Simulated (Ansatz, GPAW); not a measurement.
# KBr: 3 runs at one level of theory

```xyz
2
Lattice="0.0000 3.3000 3.3000 3.3000 0.0000 3.3000 3.3000 3.3000 0.0000" Properties=species:S:1:pos:R:3 pbc="T T T"
Br    3.3000    3.3000    3.3000
K     0.0000    0.0000    0.0000
```

Alike in all runs: task single point; functional PBE; k mesh 7 × 7 × 7; occupations gaussian, width 0.05 eV; no spin polarisation; no spin-orbit coupling. Pressure is positive in compression and, in plane waves, holds the error of the finite cutoff, which Ansatz's Pulay term estimates and takes out.

```tsv
program and potentials	plane-wave cutoff (eV)	notes	pressure (GPa)
Ansatz, Ansatz PAW	420	-	0.72
Ansatz, all-electron LAPW, scalar-relativistic	-	-	0.72
GPAW, GPAW PAW data sets (gpaw-data 1.2.1)	600	-	0.70
```

The pressure spans 0.70 (GPAW, GPAW PAW data sets (gpaw-data 1.2.1)) to 0.72 GPa (Ansatz, Ansatz PAW), with all-electron results at 0.72.

The functional is the same throughout but for its coding, so the spread measures potentials, basis and numerics; runs on potential files found faulty are left out.
